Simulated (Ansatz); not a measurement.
# ZnSnN2: the band gap up the ladder of functionals

The task here is to estimate one member of a computed series from the others.

Program: Ansatz 0.2.0. PAW datasets, plane waves. No spin polarisation and no zero-point or thermal motion; the cell was built from a prototype and may be hypothetical.

## The cell

The cell was relaxed beforehand with r2SCAN.

It is tetragonal, I-42d (No. 122); a = 4.746 Å, c = 9.575 Å in the conventional setting, 13.48 Å³ an atom. Around Zn lie 4 N at 2.05 Å; around N lie 2 Zn at 2.05 Å and 2 Sn at 2.07 Å; around Sn lie 4 N at 2.07 Å.

The structure in full:

```xyz
8
Lattice="-2.3729 2.3729 4.7874 2.3729 -2.3729 4.7874 2.3729 2.3729 -4.7874" Properties=species:S:1:pos:R:3 pbc="T T T"
Zn    0.0000    0.0000    0.0000
N     1.1713    1.1864    1.1969
Zn    0.0000    2.3729    2.3937
N     1.1864   -1.2016    3.5906
Sn    0.0000    0.0000    4.7874
N     1.2016    1.1864    5.9843
Sn    2.3729    0.0000    2.3937
N    -1.1864    1.2016    3.5906
```

Set-up of the first run:

Input file input.yaml:

```yaml
crystal:
  lattice:
    - [-2.3728955154, 2.3728955154, 4.7874087222]
    - [2.3728955154, -2.3728955154, 4.7874087222]
    - [2.3728955154, 2.3728955154, -4.7874087222]
  atoms:
    - { symbol: Zn, position: [0.0, 0.0, 0.0] }
    - { symbol: "N", position: [0.375, 0.3718056255, 0.4968056255] }
    - { symbol: Zn, position: [0.75, 0.25, 0.5] }
    - { symbol: "N", position: [0.1218056255, 0.625, -0.0031943745] }
    - { symbol: Sn, position: [0.5, 0.5, 0.0] }
    - { symbol: "N", position: [0.875, 0.8781943745, 0.5031943745] }
    - { symbol: Sn, position: [0.25, 0.75, 0.5] }
    - { symbol: "N", position: [0.6281943745, 0.125, 0.0031943745] }
kpoints:
  mp_grid: { grid: [8, 8, 8] }
  band_path:
    path:
      - [[0.0, 0.0, 0.0], [-6.01068094921e-18, 6.01068094921e-18, 0.5], [0.25, 0.25, 0.25], [2.35068337403e-17, 0.5, -2.35068337403e-17], [0.0, 0.0, 0.0], [0.5, 0.5, -0.5], [0.3114180786708, 0.6885819213292, -0.3114180786708]]
      - [[-0.3114180786708, 0.3114180786708, 0.3114180786708], [0.0, 0.0, 0.0]]
      - [[-6.01068094921e-18, 6.01068094921e-18, 0.5], [-0.1228361573416, 0.1228361573416, 0.5]]
      - [[0.5, 0.5, -0.1228361573416], [0.5, 0.5, -0.5]]
    npoints: 10
hamiltonian:
  xc: pbe
scf:
  occupations: { method: fermi_dirac, width: 0.02 }
  n_extra_bands: 6
output:
  forces: true
  stress: true
  eigenvalues: true
```

Run with:

```
ansatz run input.yaml --threads 2 --pin off --max-ram 29491MiB --backend cpu --events-out ev --progress --plain --runs-dir out
```

Among the steps run: Band structure with PBE; r2SCAN; HSE06; Single point with PBE+SOC.

One table of the session follows, with a row left open; its other results are not shown here.

| level | gap (eV) |
| --- | --- |
| PBE | ? |
| r2SCAN | 0.39 |
| HSE06 | 1.18 |
| PBE+SOC | 0.08 |

Q: Estimate the row for PBE from the others.

The run gave: gap (eV): 0.09. In the column «gap (eV)» it lies between PBE+SOC (0.08) and r2SCAN (0.39).

Meshes: PBE 8×8×8, r2SCAN 8×8×8, HSE06 4×4×4, PBE+SOC 8×8×8

PBE+SOC gives the least gap, 0.08 eV, and HSE06 the largest, 1.18 eV. Against HSE06, PBE is short by 1.09 eV, at 7 % of it, and r2SCAN 33 %.

Limits of these values: Warnings in the runs' records: stress scf threshold loose, stress exchange threshold loose.
